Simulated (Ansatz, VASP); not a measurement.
## One calculation of RbBr, two programs

The input POSCAR:

```
RbBr
1.0
    3.9374245855      0.0000000000      0.0000000000
    0.0000000000      3.9374245855      0.0000000000
    0.0000000000      0.0000000000      3.9374245855
Rb Br
1 1
Direct
    0.0000000000      0.0000000000      0.0000000000
    0.5000000000      0.5000000000      0.5000000000
```

File INCAR.step1:

```
ALGO     = Normal         # electronic algorithm
EDIFF    = 1E-4           # SCF threshold, eV
ENCUT    = 520            # plane-wave cutoff, eV
GGA      = PE             # functional
ISMEAR   = 0              # smearing method
LASPH    = T              # aspherical terms in the spheres
LCHARG   = F              # write CHGCAR
LREAL    = F              # projectors in reciprocal space
LWAVE    = T              # write WAVECAR
NBANDS   = 15             # bands
NELM     = 80             # most SCF steps
PREC     = Accurate       # precision mode
SIGMA    = 0.01           # smearing width, eV
```

INCAR.step2

```
ALGO     = Normal         # electronic algorithm
EDIFF    = 1E-6           # SCF threshold, eV
ENCUT    = 520            # plane-wave cutoff, eV
ISIF     = 2              # what is computed and relaxed
ISMEAR   = 0              # smearing method
ISTART   = 1            
LASPH    = T              # aspherical terms in the spheres
LCHARG   = T              # write CHGCAR
LELF     = T              # ELF
LMIXTAU  = T            
LREAL    = F              # projectors in reciprocal space
LVHAR    = T            
LWAVE    = F              # write WAVECAR
METAGGA  = R2SCAN         # meta-GGA
NBANDS   = 15             # bands
NELM     = 80             # most SCF steps
PREC     = Accurate       # precision mode
SIGMA    = 0.01           # smearing width, eV
```

The input KPOINTS:

```
k-points
0
Gamma
  6 6 6
```

Input for Ansatz:

```yaml
crystal:
  lattice:
    - [3.9374245855, 0.0, 0.0]
    - [0.0, 3.9374245855, 0.0]
    - [0.0, 0.0, 3.9374245855]
  atoms:
    - { symbol: Rb, position: [0.0, 0.0, 0.0] }
    - { symbol: Br, position: [0.5, 0.5, 0.5] }
kpoints:
  mp_grid: { grid: [6, 6, 6] }
  band_path:
    path:
      - [0.0, 0.0, 0.0]
      - [0.0, 0.5, 0.0]
      - [0.5, 0.5, 0.0]
      - [0.5, 0.5, 0.5]
      - [0.0, 0.5, 0.5]
    npoints: 1
hamiltonian:
  xc: r2scan
scf:
  occupations: { method: fixed }
  n_extra_bands: 4
output:
  forces: true
  stress: true
  eigenvalues: true
```

Change from the starting cell: hydrostatic strain -4.5%.

Alike in both runs: task single point; functional r2SCAN; k mesh 6 × 6 × 6; no spin polarisation.

```csv
,VASP,Ansatz
version,VASP 6.6.1,Ansatz 0.2.0
potentials or method,"VASP PAW PBE potentials, release 64 (Rb_sv, Br)","plane waves, PAW"
plane-wave cutoff (eV),520,500
occupations,"gaussian, width 0.01 eV",fixed
valence electrons in the cell,16,16
```

|  | VASP | Ansatz | Ansatz less VASP |
| --- | --- | --- | --- |
| gap on the k mesh at the Fermi level (eV) | 5.44 | 5.44 | -0.002 |
| pressure (GPa) | 3.5 | 3.5 | -0.05 |

Caveats: the PAW data sets were made with another functional, which shifts forces and pressure a little (VASP). A k mesh can miss the band edges.
